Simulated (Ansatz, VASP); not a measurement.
This is a calculation of Zr for Ansatz 0.2.0.

The input input.yaml:

```yaml
crystal:
  lattice:
    - [3.1883189697, 0.0, 0.0]
    - [-1.5941594848, 2.7611652231, 0.0]
    - [0.0, 0.0, 5.0774374186]
  atoms:
    - { symbol: Zr, position: [0.6666666667, 0.3333333333, 0.75] }
    - { symbol: Zr, position: [0.3333333333, 0.6666666667, 0.25] }
kpoints:
  mp_grid: { grid: [9, 9, 5] }
scf:
  occupations: { method: fermi_dirac, width: 0.05 }
hamiltonian:
  xc: pbesol
  pseudopotentials: { kind: all_electron, lapw: { basis_error: 0.0005 } }
output:
  forces: true
  stress: true
  eigenvalues: true
```

Potentials or basis: all-electron LAPW, scalar-relativistic.

Launch:

```console
$ ansatz run input.yaml --threads 1 --pin off --max-ram 3072MiB --backend cpu --events-out ev --progress --plain --runs-dir out
```

**Question.** Translate it to VASP 6.6.1. Potentials there: VASP PAW PBE potentials, release 64 (Zr_sv).

**Answer.** As run (the cutoff follows the program's own potentials):

The input INCAR:

```
SYSTEM = Zr
PREC = Accurate
ENCUT = 520
EDIFF = 1E-7
ISMEAR = -1
SIGMA = 0.05
LREAL = .False.
LASPH = .True.
NELM = 60
ALGO = Normal
ISIF = 2
LWAVE = .False.
LCHARG = .False.
GGA = PS
NBANDS = 19
```

The input KPOINTS:

```
regular mesh
0
Gamma
  9 9 5
  0 0 0
```

POSCAR

```
Zr
1.0
    3.1883189697      0.0000000000      0.0000000000
   -1.5941594848      2.7611652231      0.0000000000
    0.0000000000      0.0000000000      5.0774374186
Zr
2
Direct
    0.6666666667      0.3333333333      0.7500000000
    0.3333333333      0.6666666667      0.2500000000
```

Potentials or basis: VASP PAW PBE potentials, release 64 (Zr_sv).

Launch:

```console
$ cat potpaw_PBE.64/Zr_sv/POTCAR > POTCAR
$ mpirun -np 1 vasp_std > vasp.out
```

Both were run:

|  | VASP | Ansatz | Ansatz less VASP |
| --- | --- | --- | --- |
| gap on the k mesh at the Fermi level (eV) | none | none | - |
| pressure (GPa) | 0.7 | 0.6 | -0.03 |
| largest component of the traceless stress (GPa) | 0.82 | 0.82 | -0.004 |

A gap of «none» marks a metal or a gap that the smearing closes. Ansatz ran all-electron here, so the differences hold the error of VASP's frozen core and of both bases.

Caveats: the PAW data sets were made with another functional, which shifts forces and pressure a little (VASP).
